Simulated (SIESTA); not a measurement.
## MoS2: band structure with vdW-DF-cx

**The experiment to reproduce.**

From “Multiwavelength excitation Raman Scattering Analysis of bulk and 2 dimensional MoS2: Vibrational properties of atomically thin MoS2 layers”, 2015, arxiv:1506.03228, for a bulk crystal of MoS2 at 300 K: band gap 1.3 eV (indirect).

MoS2:

```
Mo S
1.0
     3.16900    0.00000    0.00000
    -1.58450    2.74443    0.00000
     0.00000    0.00000   12.32400
Mo S
2 4
Direct
  0.66667 0.33333 0.75000
  0.33333 0.66667 0.25000
  0.66667 0.33333 0.37700
  0.33333 0.66667 0.87700
  0.66667 0.33333 0.12300
  0.33333 0.66667 0.62300
```

| Quantity | Value |
| --- | --- |
| Program | SIESTA 5.4.2 |
| Task | band structure |
| Functional | vdW-DF-cx |
| Potentials or basis | PseudoDojo 0.4 standard (PBE files) |
| Basis | DZP (energy shift 0.003 Ry; two zetas on semicore shells) |
| Grid cutoff | 800 Ry |
| Energy shift | 0.003 Ry |
| k mesh | 10 × 10 × 3 |
| Occupations | fermi-dirac, width 0.05 eV |
| Spin | no spin polarisation |

```json
{
 "Pressure": "1.5 GPa",
 "Largest force": "0.352 eV/Å",
 "Band gap on the k mesh": "0.95 eV, indirect (least direct gap 1.89 eV)",
 "Band gap along the path": "0.91 eV, indirect (least direct gap 1.68 eV)"
}
```

Forces in eV/Å, atoms in the order of the input:
```
Mo   0.000  0.000  0.000
Mo   0.000  0.000  0.000
S    0.000  0.000  0.352
S    0.000  0.000  0.352
S    0.000  0.000 -0.352
S    0.000  0.000 -0.352
```

Stress tensor (GPa, compression positive):
```
1.07 0.00 0.00
0.00 1.07 0.00
0.00 0.00 2.27
```

Levels at the corners of the path, in eV from the valence-band top:
```tsv
point	band 23	band 24	band 25	band 26	band 27	band 28	band 29	band 30
Γ	-2.14	-1.16	-1.10	0.00	2.22	2.22	2.28	2.28
M	-1.69	-1.49	-1.41	-1.29	1.56	1.60	1.96	2.22
K	-2.69	-2.69	-0.81	-0.63	1.05	1.05	1.84	2.84
Γ	-2.14	-1.16	-1.10	0.00	2.22	2.22	2.28	2.28
A	-2.15	-2.15	-0.25	-0.25	2.23	2.23	2.23	2.23
L	-1.59	-1.59	-1.34	-1.34	1.58	1.58	2.11	2.11
H	-2.86	-2.86	-0.73	-0.73	1.05	1.05	2.30	2.30
A	-2.15	-2.15	-0.25	-0.25	2.23	2.23	2.23	2.23
L	-1.59	-1.59	-1.34	-1.34	1.58	1.58	2.11	2.11
M	-1.69	-1.49	-1.41	-1.29	1.56	1.60	1.96	2.22
K	-2.69	-2.69	-0.81	-0.63	1.05	1.05	1.84	2.84
H	-2.86	-2.86	-0.73	-0.73	1.05	1.05	2.30	2.30
```

Run time: 5.6 min on 1 thread of Intel(R) Xeon(R) Platinum 8259CL CPU @ 2.50GHz (Skylake/Cascade Lake) (shared host), peak memory 0.72 GiB.

Measured gap of MoS2: 1.3 eV (indirect; 300 K; “Multiwavelength excitation Raman Scattering Analysis of bulk and 2 dimensional MoS2: Vibrational properties of atomically thin MoS2 layers”, 2015, arxiv:1506.03228). This calculation gives 0.91 eV (-0.39 eV). Spin-orbit coupling on Mo is left out. The value is that of vdW-DF-cx in an atomic basis (PseudoDojo 0.4 standard (PBE files), DZP (energy shift 0.003 Ry; two zetas on semicore shells)), whose error adds to the functional's,, without temperature or zero-point motion.

Caveat: the potentials were made for another functional, which shifts forces and pressure; the basis of atomic orbitals isn't converged, which shifts pressures, moduli and gaps.
